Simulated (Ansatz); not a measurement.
# Sn: pressure against volume

Sn, I4/mmm, a = 3.481 Å, c = 4.619 Å. This isn't the element's structure at ambient conditions. Ansatz: PBE, PAW, 420 eV, Γ-centred 18×18×18 mesh on 1 atom, Gaussian smearing 0.10 eV; no spin polarisation. Shape and atoms are relaxed at each volume; pressure is positive in compression.

```tsv
V (Å³/atom)	P (GPa)
24.626	8.11
25.466	5.56
26.305	3.38
27.145	1.53
27.984	-0.02
28.824	-1.31
29.663	-2.39
30.783	?
```

Question: Take V0 = 27.984 Å³/atom, count pressures from its P0 = -0.02 GPa, fit the third-order Birch–Murnaghan form to the other rows, and predict the missing pressure.

Answer: With the Eulerian strain f = ½[(V0/V)^(2/3) − 1] and y = (P − P0)/[3f(1 + 2f)^(5/2)], the form is the line y = B0 + 1.5 B0 (B0′ − 4) f. Rows (f, y): 0.04448, 49.2; 0.03244, 49.0; 0.02106, 48.5; 0.01025, 47.9; -0.00976, 46.3; -0.01905, 45.7. Means f = 0.01324, y = 47.767; Σ(Δf)² = 0.002986, ΣΔfΔy = 0.1743; the slope is their ratio. y = 46.99 + 58.35 f GPa, so B0 = 47.0 GPa and B0′ = 4 + 2 × (58.35)/(3 × 46.99) = 4.83. At V = 30.783, f = -0.03079, y = 45.19 and P = -3.58 GPa. The run gave -3.56 GPa, so the fit is 0.02 GPa too low, within the rms miss on the fitted rows (0.03 GPa). The form still works here, 22 % of the fitted range beyond its end.